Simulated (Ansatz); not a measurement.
# Gallium, simple cubic under LDA: from relaxation to bulk modulus, part 2 of 2

The plan for gallium in the simple cubic structure: relax it, solve it on a dense k-mesh, switch on spin-orbit coupling, then scale the cell to 7 volumes from 88 to 112 % of the relaxed one and try a fit of the equation of state. The k-meshes are 11×11×11 for the relaxation; 20×20×20 for the dense run; 12×12×12 for spin-orbit coupling; 13×13×13 for the volumes.

Ansatz 0.2.0; DFT, LDA (PW92), plane waves (420 eV) with PAW, scalar-relativistic. Earlier steps stand in the parts before.

## Step 6: Equation of state: 92 %

input.yaml

```yaml
crystal:
  lattice:
    - [2.5529059567, 0.0, 0.0]
    - [0.0, 2.5529059567, 0.0]
    - [0.0, 0.0, 2.5529059567]
  atoms:
    - { symbol: Ga, position: [0.0, 0.0, 0.0] }
hamiltonian:
  xc: lda
  pseudopotentials:
    kind: paw
    azcp:
      Ga: "pseudopotentials/Ga.paw.azcp"
basis:
  ecutwfc: 420
  fft_grid_basis: typed
kpoints:
  mp_grid: { grid: [13, 13, 13], shift: [0, 0, 0] }
magnetization:
  spin_polarized: false
scf:
  occupations: { method: fermi_dirac, width: 0.1 }
  lower_state_search: "off"
output:
  stress: true
  write_density: true
  write_potential: true
  elf: true
  volumetric_format: npy
```

Log, cut to the lines that bear on the results:

```text
Warning: <dir> the record states the generating functional pbe (its physics header spells it `PBE`), which answers neither for hamiltonian.xc's functional nor for the lda family's — results may be inconsistent (PPs are generated against a specific XC)
Warning: RAYON_NUM_THREADS=2 ignored (pool sized by the plan → 2); use --threads N
[...]
Pseudopotentials: kind: paw
Pseudopotential: Ga, paw, valence charge 13, recommended cutoff 420 eV (normal), <dir>
Functional definition: SPW92
[...]
Crystal: 1 atoms, lattice volume = 16.638 Å³
Basis set: ecut = 420 eV, 341 PW (Γ)
Bands: 11, of which v1, the nominal top of the filled ones, is band 7 counted from 1 (6 counted from 0)
Symmetry: 48 space group operations
Space group: Pm-3m (ITA 221), of the structure as read, at distance tolerance 2.6e-5 Å
k-points: 84 of 2197
[...]
SCF iter   1: F=—  HF=-3706.867427 eV  |F-HF|=—  |Δ(HF+E_count)|=         —  Δρ=5.61e-3  dr2=2.13e-3  ethr=1.77e-3  ⟨swp⟩=5.0  Hψ=5534  notcnv=0
[...]
SCF iter   6: F=-3706.866316 eV  HF=-3706.866316 eV  |F-HF|=2.21e-10  |Δ(HF+E_count)|=   1.52e-7  Δρ=4.45e-6  dr2=1.30e-9  ethr=7.69e-10  ⟨swp⟩=8.5  Hψ=5968  notcnv=0
[...]
SCF converged after 6 iterations
Free energy (F): -3706.866316 eV
[...]
E sigma→0 (E₀):  -3706.858909 eV
Entropy (-TS):   -0.014814 eV (-14.814 meV/atom)
Fermi energy:    10.810008 eV
[...]
--- Stress (GPa, compression-positive) ---
        6.549323       0.000000       0.000000
        0.000000       6.549323       0.000000
        0.000000       0.000000       6.549323
  P = ⅓ Tr σ = 6.5493 GPa (65.493 kbar)
--- Band table (eV; the first three rows and the last of 84) ---
  k-point 0: bands = ["-4.6525", "-4.6525", "-3.8557", "-3.8557", "-3.8557", "-1.0980", "21.0441", "21.0441", "21.0441", "23.9686", "23.9686"]
[...]
```

Run time: 0.74 s. Hardware: 2 threads of an Arm CPU, shared host; peak memory 0.33 GiB.

Density in a lattice plane of the grid's cell (edges 2.55 and 2.55 Å, at 0.000 of the third edge), which holds Ga.

Ten even steps from ' ' (0.13 e/Å³) to '@' (52.03 e/Å³):
```
##**==::..                              ..::==**
++==--..                                  ..--==
::....                                      ....
..                                              
                                                
                                                
                                                
                                                
                                                
                                                
                                                
                                                
                                                
                                                
                                                
..                                              
::....                                      ....
++==--..                                  ..--==
##**==::..                              ..::==**
@@%%**--..                              ..--**%%
```
Columns run along the first of these edges and rows up along the second, over one cell in 24 and 20 even steps from the bottom left corner. Atoms in the plane (fractional): Ga at (0.00, 0.00).

ELF in the same plane.

Ten even steps from '0' (0.05) to '9' (0.51):
```
310002345678887654320001
000012355678887655321000
000123455678887655432100
112234555678887655543221
333445556677777665554433
555555556666666665555555
566666666665556666666666
666666666555455566666666
888887766544444566778888
888888766544444566788888
888887766544444566778888
666666666555455566666666
566666666665556666666666
555555556666666665555555
333445556677777665554433
112234555678887655543221
000123455678887655432100
000012355678887655321000
310002345678887654320001
940001345678887654310004
```
Columns run along the first of these edges and rows up along the second, over one cell in 24 and 20 even steps from the bottom left corner. Atoms in the plane (fractional): Ga at (0.00, 0.00).

Both are smooth fields of the valence electrons: close to the nuclei they are not physical.

## Step 7: Equation of state: 96 %

input.yaml, as its differences from that of step 6:

```diff
@@ -2,5 +2,5 @@
   lattice:
-    - [2.5529059567, 0.0, 0.0]
-    - [0.0, 2.5529059567, 0.0]
-    - [0.0, 0.0, 2.5529059567]
+    - [2.5893809698, 0.0, 0.0]
+    - [0.0, 2.5893809698, 0.0]
+    - [0.0, 0.0, 2.5893809698]
   atoms:
```

Log, cut to the lines that bear on the results:

```text
Warning: <dir> the record states the generating functional pbe (its physics header spells it `PBE`), which answers neither for hamiltonian.xc's functional nor for the lda family's — results may be inconsistent (PPs are generated against a specific XC)
Warning: RAYON_NUM_THREADS=2 ignored (pool sized by the plan → 2); use --threads N
[...]
[... 3 set-up lines as earlier in the session ...]
[...]
Crystal: 1 atoms, lattice volume = 17.362 Å³
Basis set: ecut = 420 eV, 341 PW (Γ)
Bands: 11, of which v1, the nominal top of the filled ones, is band 7 counted from 1 (6 counted from 0)
[... 2 set-up lines as earlier in the session ...]
k-points: 84 of 2197
[...]
SCF iter   1: F=—  HF=-3706.888589 eV  |F-HF|=—  |Δ(HF+E_count)|=         —  Δρ=5.71e-3  dr2=2.31e-3  ethr=1.77e-3  ⟨swp⟩=5.0  Hψ=5430  notcnv=0
[...]
SCF iter   6: F=-3706.887466 eV  HF=-3706.887466 eV  |F-HF|=5.22e-9  |Δ(HF+E_count)|=   1.82e-8  Δρ=7.24e-6  dr2=5.87e-9  ethr=7.69e-10  ⟨swp⟩=8.3  Hψ=5808  notcnv=0
[...]
SCF converged after 6 iterations
Free energy (F): -3706.887466 eV
[...]
E sigma→0 (E₀):  -3706.879569 eV
Entropy (-TS):   -0.015794 eV (-15.794 meV/atom)
Fermi energy:    10.203268 eV
[...]
--- Stress (GPa, compression-positive) ---
        2.963877       0.000000       0.000000
        0.000000       2.963877       0.000000
       -0.000000       0.000000       2.963877
  P = ⅓ Tr σ = 2.9639 GPa (29.639 kbar)
--- Band table (eV; the first three rows and the last of 84) ---
  k-point 0: bands = ["-5.1725", "-5.1725", "-4.4489", "-4.4489", "-4.4489", "-1.3795", "20.1154", "20.1154", "20.1154", "23.0574", "23.0574"]
[...]
```

It took 0.74 s on 2 threads of an Arm CPU, shared host; peak memory 0.33 GiB.

## Step 8: Equation of state: 100 %

input.yaml, as its differences from that of step 7:

```diff
@@ -2,5 +2,5 @@
   lattice:
-    - [2.5893809698, 0.0, 0.0]
-    - [0.0, 2.5893809698, 0.0]
-    - [0.0, 0.0, 2.5893809698]
+    - [2.6248563503, 0.0, 0.0]
+    - [0.0, 2.6248563503, 0.0]
+    - [0.0, 0.0, 2.6248563503]
   atoms:
```

Log, cut to the lines that bear on the results:

```text
Warning: <dir> the record states the generating functional pbe (its physics header spells it `PBE`), which answers neither for hamiltonian.xc's functional nor for the lda family's — results may be inconsistent (PPs are generated against a specific XC)
Warning: RAYON_NUM_THREADS=2 ignored (pool sized by the plan → 2); use --threads N
[...]
[... 3 set-up lines as earlier in the session ...]
[...]
Crystal: 1 atoms, lattice volume = 18.085 Å³
Basis set: ecut = 420 eV, 365 PW (Γ)
Bands: 11, of which v1, the nominal top of the filled ones, is band 7 counted from 1 (6 counted from 0)
[... 2 set-up lines as earlier in the session ...]
k-points: 84 of 2197
[...]
SCF iter   1: F=—  HF=-3706.895345 eV  |F-HF|=—  |Δ(HF+E_count)|=         —  Δρ=5.82e-3  dr2=2.48e-3  ethr=1.77e-3  ⟨swp⟩=5.0  Hψ=5531  notcnv=0
[...]
SCF iter   6: F=-3706.894222 eV  HF=-3706.894222 eV  |F-HF|=5.78e-10  |Δ(HF+E_count)|=   1.81e-8  Δρ=3.94e-6  dr2=1.50e-9  ethr=7.69e-10  ⟨swp⟩=8.1  Hψ=5594  notcnv=0
[...]
SCF converged after 6 iterations
Free energy (F): -3706.894222 eV
[...]
E sigma→0 (E₀):  -3706.885766 eV
Entropy (-TS):   -0.016912 eV (-16.912 meV/atom)
Fermi energy:    9.644672 eV
[...]
--- Stress (GPa, compression-positive) ---
        0.139223      -0.000000       0.000000
       -0.000000       0.139223       0.000000
        0.000000       0.000000       0.139223
  P = ⅓ Tr σ = 0.1392 GPa (1.392 kbar)
--- Band table (eV; the first three rows and the last of 84) ---
  k-point 0: bands = ["-5.6576", "-5.6576", "-4.9987", "-4.9987", "-4.9987", "-1.6373", "19.2549", "19.2549", "19.2549", "22.2155", "22.2155"]
[...]
```

It took 0.75 s on 2 threads of an Arm CPU, shared host; peak memory 0.33 GiB.

## Step 9: Equation of state: 104 %

input.yaml, as its differences from that of step 8:

```diff
@@ -2,5 +2,5 @@
   lattice:
-    - [2.6248563503, 0.0, 0.0]
-    - [0.0, 2.6248563503, 0.0]
-    - [0.0, 0.0, 2.6248563503]
+    - [2.659397895, 0.0, 0.0]
+    - [0.0, 2.659397895, 0.0]
+    - [0.0, 0.0, 2.659397895]
   atoms:
```

Log, cut to the lines that bear on the results:

```text
Warning: <dir> the record states the generating functional pbe (its physics header spells it `PBE`), which answers neither for hamiltonian.xc's functional nor for the lda family's — results may be inconsistent (PPs are generated against a specific XC)
Warning: RAYON_NUM_THREADS=2 ignored (pool sized by the plan → 2); use --threads N
[...]
[... 3 set-up lines as earlier in the session ...]
[...]
Crystal: 1 atoms, lattice volume = 18.808 Å³
Basis set: ecut = 420 eV, 365 PW (Γ)
Bands: 11, of which v1, the nominal top of the filled ones, is band 7 counted from 1 (6 counted from 0)
[... 1 set-up line as earlier in the session ...]
Space group: Pm-3m (ITA 221), of the structure as read, at distance tolerance 2.7e-5 Å
k-points: 84 of 2197
[...]
SCF iter   1: F=—  HF=-3706.890697 eV  |F-HF|=—  |Δ(HF+E_count)|=         —  Δρ=5.70e-3  dr2=2.51e-3  ethr=1.77e-3  ⟨swp⟩=5.1  Hψ=5515  notcnv=0
[...]
SCF iter   6: F=-3706.889586 eV  HF=-3706.889586 eV  |F-HF|=5.28e-9  |Δ(HF+E_count)|=   5.15e-8  Δρ=6.24e-6  dr2=4.31e-9  ethr=5.37e-10  ⟨swp⟩=5.5  Hψ=4920  notcnv=0
[...]
SCF converged after 6 iterations
Free energy (F): -3706.889586 eV
[...]
E sigma→0 (E₀):  -3706.880626 eV
Entropy (-TS):   -0.017921 eV (-17.921 meV/atom)
Fermi energy:    9.129412 eV
[...]
--- Stress (GPa, compression-positive) ---
       -2.106363       0.000000       0.000000
        0.000000      -2.106363       0.000000
        0.000000       0.000000      -2.106363
  P = ⅓ Tr σ = -2.1064 GPa (-21.064 kbar)
--- Band table (eV; the first three rows and the last of 84) ---
  k-point 0: bands = ["-6.1113", "-6.1113", "-5.5098", "-5.5098", "-5.5098", "-1.8742", "18.4553", "18.4553", "18.4553", "21.4360", "21.4360"]
[...]
```

It took 0.77 s on 2 threads of an Arm CPU, shared host; peak memory 0.33 GiB.

## Step 10: Equation of state: 108 %

input.yaml, as its differences from that of step 9:

```diff
@@ -2,5 +2,5 @@
   lattice:
-    - [2.659397895, 0.0, 0.0]
-    - [0.0, 2.659397895, 0.0]
-    - [0.0, 0.0, 2.659397895]
+    - [2.6930647335, 0.0, 0.0]
+    - [0.0, 2.6930647335, 0.0]
+    - [0.0, 0.0, 2.6930647335]
   atoms:
```

Log, cut to the lines that bear on the results:

```text
Warning: <dir> the record states the generating functional pbe (its physics header spells it `PBE`), which answers neither for hamiltonian.xc's functional nor for the lda family's — results may be inconsistent (PPs are generated against a specific XC)
Warning: RAYON_NUM_THREADS=2 ignored (pool sized by the plan → 2); use --threads N
[...]
[... 3 set-up lines as earlier in the session ...]
[...]
Crystal: 1 atoms, lattice volume = 19.532 Å³
Basis set: ecut = 420 eV, 389 PW (Γ)
Bands: 11, of which v1, the nominal top of the filled ones, is band 7 counted from 1 (6 counted from 0)
[... 2 set-up lines as earlier in the session ...]
k-points: 84 of 2197
[...]
SCF iter   1: F=—  HF=-3706.876987 eV  |F-HF|=—  |Δ(HF+E_count)|=         —  Δρ=5.42e-3  dr2=2.43e-3  ethr=1.77e-3  ⟨swp⟩=5.1  Hψ=5550  notcnv=0
[...]
SCF iter   6: F=-3706.875878 eV  HF=-3706.875878 eV  |F-HF|=1.17e-8  |Δ(HF+E_count)|=   4.30e-8  Δρ=8.59e-6  dr2=8.67e-9  ethr=5.14e-10  ⟨swp⟩=5.4  Hψ=4961  notcnv=0
[...]
SCF converged after 6 iterations
Free energy (F): -3706.875878 eV
[...]
E sigma→0 (E₀):  -3706.866484 eV
Entropy (-TS):   -0.018789 eV (-18.789 meV/atom)
Fermi energy:    8.653530 eV
[...]
--- Stress (GPa, compression-positive) ---
       -3.898495      -0.000000       0.000000
       -0.000000      -3.898495      -0.000000
        0.000000      -0.000000      -3.898495
  P = ⅓ Tr σ = -3.8985 GPa (-38.985 kbar)
--- Band table (eV; the first three rows and the last of 84) ---
  k-point 0: bands = ["-6.5371", "-6.5371", "-5.9868", "-5.9868", "-5.9868", "-2.0929", "17.7101", "17.7101", "17.7101", "20.7105", "20.7105"]
[...]
```

It took 0.78 s on 2 threads of an Arm CPU, shared host; peak memory 0.34 GiB.

## Step 11: Equation of state: 112 %

input.yaml, as its differences from that of step 10:

```diff
@@ -2,5 +2,5 @@
   lattice:
-    - [2.6930647335, 0.0, 0.0]
-    - [0.0, 2.6930647335, 0.0]
-    - [0.0, 0.0, 2.6930647335]
+    - [2.7259102234, 0.0, 0.0]
+    - [0.0, 2.7259102234, 0.0]
+    - [0.0, 0.0, 2.7259102234]
   atoms:
@@ -25,5 +25 @@
   stress: true
-  write_density: true
-  write_potential: true
-  elf: true
-  volumetric_format: npy
```

Log, cut to the lines that bear on the results:

```text
Warning: <dir> the record states the generating functional pbe (its physics header spells it `PBE`), which answers neither for hamiltonian.xc's functional nor for the lda family's — results may be inconsistent (PPs are generated against a specific XC)
Warning: RAYON_NUM_THREADS=2 ignored (pool sized by the plan → 2); use --threads N
[...]
[... 3 set-up lines as earlier in the session ...]
[...]
Crystal: 1 atoms, lattice volume = 20.255 Å³
Basis set: ecut = 420 eV, 389 PW (Γ)
Bands: 11, of which v1, the nominal top of the filled ones, is band 7 counted from 1 (6 counted from 0)
[... 2 set-up lines as earlier in the session ...]
k-points: 84 of 2197
[...]
SCF iter   1: F=—  HF=-3706.856026 eV  |F-HF|=—  |Δ(HF+E_count)|=         —  Δρ=5.15e-3  dr2=2.33e-3  ethr=1.77e-3  ⟨swp⟩=5.1  Hψ=5465  notcnv=0
[...]
SCF iter   6: F=-3706.854950 eV  HF=-3706.854950 eV  |F-HF|=1.36e-8  |Δ(HF+E_count)|=   4.12e-8  Δρ=9.01e-6  dr2=1.00e-8  ethr=4.91e-10  ⟨swp⟩=2.3  Hψ=3285  notcnv=0
[...]
SCF converged after 6 iterations
Free energy (F): -3706.854950 eV
[...]
E sigma→0 (E₀):  -3706.845118 eV
Entropy (-TS):   -0.019664 eV (-19.664 meV/atom)
Fermi energy:    8.212609 eV
[...]
--- Stress (GPa, compression-positive) ---
       -5.314467       0.000000       0.000000
        0.000000      -5.314467       0.000000
        0.000000       0.000000      -5.314467
  P = ⅓ Tr σ = -5.3145 GPa (-53.145 kbar)
```

Run time: 0.59 s. Hardware: 2 threads of an Arm CPU, shared host; peak memory 0.33 GiB.

## Step 12: The equation of state

The cell was scaled evenly, with its shape and the fractional positions fixed.

```csv
V (Å³/atom),E − E₀ (meV/atom),P from the stress (GPa),P from the fit (GPa)
15.915,66.0,11.12,11.04
16.638,26.9,6.55,6.46
17.362,6.2,2.96,2.86
18.085,0.0,0.14,0.02
18.808,5.2,-2.11,-2.22
19.532,19.3,-3.90,-3.99
20.255,40.7,-5.31,-5.38
```

Fit (Birch-Murnaghan, third order): V₀ = 18.090 Å³/atom, B₀ = 63 GPa, B₀′ = 4.9, largest residual 0.05 meV/atom.

The fit is made to E(σ → 0), while the stress belongs to the free energy F; that is one source of the offset between the two pressures.

## Step 13: What came out

What follows sums up all 2 parts.

| quantity | value |
| --- | --- |
| space group (spins left aside) | Pm-3m (No. 221) |
| conventional cell | a = 2.625 Å |
| volume | 18.085 Å³/atom |
| shortest distance | 2.625 Å |
| gap on the mesh | none (levels filled in part) |
| relative to alpha-Ga (Cmce) | +88 meV/atom |
| V₀, B₀, B₀′ | 18.090 Å³/atom, 63 GPa, 4.9 |

From the guessed start the volume shrank by 14.5 % in 5 steps. Against the reference form of gallium (alpha-Ga (Cmce), computed apart with the same settings) it stands 88 meV/atom higher. Levels at the Fermi energy are filled in part, as in a metal. The total energy of the spin-orbit run (on a coarser mesh) lies -74 meV/atom from the scalar one; mesh and treatment of the core enter this figure, so it is no spin-orbit energy. The fitted modulus is 63 GPa. Relaxation kept the symmetry; phonons were not checked.
